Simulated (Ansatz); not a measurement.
Runs of Ansatz 0.2.0 on Sn. The structure is orthorhombic, space group Immm (No. 71). The conventional cell has a = 3.453 Å, b = 3.551 Å, c = 4.677 Å, α = 90.00°, β = 90.00°, γ = 90.00°. Sn (site symmetry mmm) is surrounded by 12 Sn at 3.41 to 3.55 Å. This isn't the form of Sn at room conditions, which is tetragonal (white tin).

| task | level | spin | cell | k mesh | smearing | points for each segment of the path | gap on the mesh (eV) | pressure (GPa) |
| --- | --- | --- | --- | --- | --- | --- | --- | --- |
| band structure | PBE | off | as given | 11 × 11 × 11 | fermi-dirac 0.05 eV | 14 | none | -1.0 |
| band structure | LDA | off | as given | 11 × 11 × 11 | fermi-dirac 0.05 eV | 14 | none | -4.8 |
| band structure | PBE | SOC, no magnetisation | as given | 8 × 8 × 8 | fermi-dirac 0.05 eV | 14 | none | (a) |
| relaxation of cell and atoms | PBE | off | relaxed | 11 × 11 × 11 | fermi-dirac 0.05 eV | - | none | 0.0 |
| single point | PBE | off | as given | 11 × 11 × 11 | gaussian 0.011 eV | - | none | -1.0 |

Alike in all rows: potentials or basis Ansatz PAW; cutoff (eV) 420.

Problem. Fill in the values left out.

Solution. (a) -1.2.

Caveats: spin-orbit coupling is left out, which moves the levels of the heavy elements (some runs); the PAW data sets come from PBE, with cores solved anew for the run's functional, which leaves a small shift of forces and pressure (some runs); the plane-wave basis is chosen anew once the cell has moved, so the energies of steps on either side of that aren't comparable (some runs).

A k mesh can miss the band edges, and rows without SOC leave out spin-orbit coupling on Sn.

A gap of «none» marks a metal or a gap under the smearing width.
